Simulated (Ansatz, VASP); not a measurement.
B: VASP beside Ansatz

```
B
1.0
     1.70160    0.00000    0.00000
    -0.85080    1.47363    0.00000
     0.00000    0.00000    3.24963
B
1
Direct
  0.00000 0.00000 0.00000
```

Alike in both runs: functional PBE; k mesh 22 × 22 × 20; occupations fermi-dirac, width 0.08 eV; no spin polarisation.

Ansatz relaxed the structure, and its values are those at the end. VASP's run is a single point on that final structure, the one shown.

```csv
,VASP,Ansatz
version,VASP 6.6.1,Ansatz 0.2.0
potentials or method,"VASP PAW PBE potentials, release 64 (B)","PAW with Ansatz's default frozen-core files, scalar-relativistic"
plane-wave cutoff (eV),520,420
valence electrons in the cell,3,3
```

|  | VASP | Ansatz | Ansatz less VASP |
| --- | --- | --- | --- |
| pressure (GPa) | 5.8 | 5.9 | +0.07 |

With one functional, cell and mesh, what is left measures potentials, basis and numerics.
